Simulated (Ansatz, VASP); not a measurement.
## One calculation of Sb, two programs

```
CELL_PARAMETERS angstrom
3.55866 0.00000 0.00000
-1.77933 3.08189 0.00000
0.00000 0.00000 5.96219
ATOMIC_POSITIONS crystal
Sb 0.33333 0.66667 0.25000
Sb 0.66667 0.33333 0.75000
```

Alike in both runs: task single point; functional BLYP; k mesh 12 × 12 × 6; occupations fermi-dirac, width 0.1 eV; no spin polarisation.

```csv
,VASP,Ansatz
version,VASP 6.6.1,Ansatz 0.2.0
potentials or method,"VASP PAW PBE potentials, release 64 (Sb)","plane waves (420 eV) with PAW, scalar-relativistic"
plane-wave cutoff (eV),520,420
valence electrons in the cell,10,30
```

VASP gave:

* pressure (GPa): -2.9
* largest component of the traceless stress (GPa): 0.27

Q: What did Ansatz give for the same quantities?

A: Pressure (GPa): -3.0; largest component of the traceless stress (GPa): 0.28.

The two sets of potentials don't hold the same shells in valence.

Caveats: the PAW data sets were made with another functional, which shifts forces and pressure a little (VASP). The runs have no spin-orbit coupling, so splittings on Sb are missing.
